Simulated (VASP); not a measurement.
A calculation with VASP 6.6.1 of CuO (Tenorite) (ASE script, Cartesian positions):

Contents of run.py:

```python
from ase.calculators.vasp import Vasp
from ase.dft.bandgap import bandgap
from ase.io import read

atoms = read('CuO.xyz')
calc = Vasp(
    directory='calc',
    xc='rpbe',
    pp='PBE',
    setups='minimal',
    prec='Accurate',
    encut=500,
    ediff=1e-06,
    ismear=0,
    sigma=0.1,
    lreal=False,
    lasph=True,
    nelm=80,
    algo='Fast',
    isif=2,
    lwave=False,
    lcharg=False,
    kpts=[10, 10, 5],
    gamma=True,
)
atoms.calc = calc

print('energy (eV):', atoms.get_potential_energy())
print('free energy (eV):', atoms.get_potential_energy(force_consistent=True))
print('forces (eV/A):')
print(atoms.get_forces())
print('stress (eV/A^3, Voigt):', atoms.get_stress())
print('Fermi level (eV):', calc.get_fermi_level())
gap, top, bottom = bandgap(calc)
print('band gap (eV):', gap, 'from (spin, k, band)', top, 'to', bottom)
```

The input CuO.xyz:

```xyz
4
Lattice="2.3418500000 -1.7113000000 0.0000000000 2.3418500000 1.7113000000 0.0000000000 -0.8500274268 0.0000000000 5.0578693947" Properties=species:S:1:pos:R:3 pbc="T T T"
Cu     0.7459112866     -0.8556500000      2.5289346974
Cu     1.1709250000      0.8556500000      0.0000000000
O      1.7043294299      0.2792841600      3.7934020460
O      2.1293431433     -0.2792841600      1.2644673487
```

Potentials or basis: VASP PAW PBE potentials, release 64 (Cu, O).

The run is started by

```sh
$ python run.py
```

Question: Write the same calculation in another form: native input, structure from a POSCAR.

Answer: As run:

Contents of INCAR:

```
SYSTEM = CuO
  ALGO = Normal
  EDIFF = 1E-6
  ENCUT = 500
  GGA = RP
  ISIF = 2
  ISMEAR = 0
  LASPH = .TRUE.
  LCHARG = .FALSE.
  LREAL = .FALSE.
  LWAVE = .FALSE.
  NELM = 60
  PREC = Accurate
  SIGMA = 0.1
```

The input KPOINTS:

```
k-points
0
G
  10 10 5
  0 0 0
```

The input POSCAR:

```
CuO
1.0
    2.3418500000     -1.7113000000      0.0000000000
    2.3418500000      1.7113000000      0.0000000000
   -0.8500274268      0.0000000000      5.0578693947
Cu O
2 2
Cartesian
    0.7459112866     -0.8556500000      2.5289346974
    1.1709250000      0.8556500000      0.0000000000
    1.7043294299      0.2792841600      3.7934020460
    2.1293431433     -0.2792841600      1.2644673487
```

Potentials or basis: VASP PAW PBE potentials, release 64 (Cu, O).

The run is started by

```console
$ cat potpaw_PBE.64/Cu/POTCAR potpaw_PBE.64/O/POTCAR > POTCAR
$ mpirun -np 1 vasp_std > vasp.out
```

Both were run:

|  | ASE script, Cartesian positions | native input, structure from a POSCAR |
| --- | --- | --- |
| Pressure | 11.9 GPa | 11.8 GPa |
| Largest force | 0.147 eV/Å | 0.147 eV/Å |
| Band gap on the k mesh | none (metal or under the smearing width) | none (metal or under the smearing width) |

Keys that steer only the numerical path or the files written may differ.

Caveat: the PAW data sets were made with another functional, which shifts forces and pressure a little; the run has no spin polarisation, though such a crystal can be magnetic; semilocal functionals often make such compounds metallic where correlation or magnetic order opens a gap, which also shifts bond lengths.
